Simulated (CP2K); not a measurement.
The system is As.

```
As
1.0
     4.13100    0.00000    0.00000
     2.41839    3.34911    0.00000
     2.41839    1.23667    3.11243
As
2
Direct
  0.22600 0.22600 0.22600
  0.77400 0.77400 0.77400
```

Base run:

* Program: CP2K 2026.2
* Functional: AM05
* Potentials or basis: POTENTIAL_UZH As GTH-PBE-q5; TZVP-MOLOPT-PBE-GTH basis
* Density cutoff: 9184 eV
* k mesh: 9 × 9 × 9
* Occupations: fermi-dirac, width 0.05 eV
* Spin: no spin polarisation

Its results: band gap on the k mesh none (metal or under the smearing width); pressure 2.6 GPa; largest force 0.607 eV/Å.

Q: After a change of settings the same cell gave: band gap on the k mesh none (metal or under the smearing width); pressure 5.8 GPa; largest force 0.058 eV/Å. Which change was it?
A. functional from AM05 to PBE
B. functional from AM05 to LDA
C. functional from AM05 to OLYP
D. functional from AM05 to M06-L

A: D.

Caveats: the potentials were made for another functional, which shifts forces and pressure; the basis of atomic orbitals isn't converged, which shifts pressures, moduli and gaps.
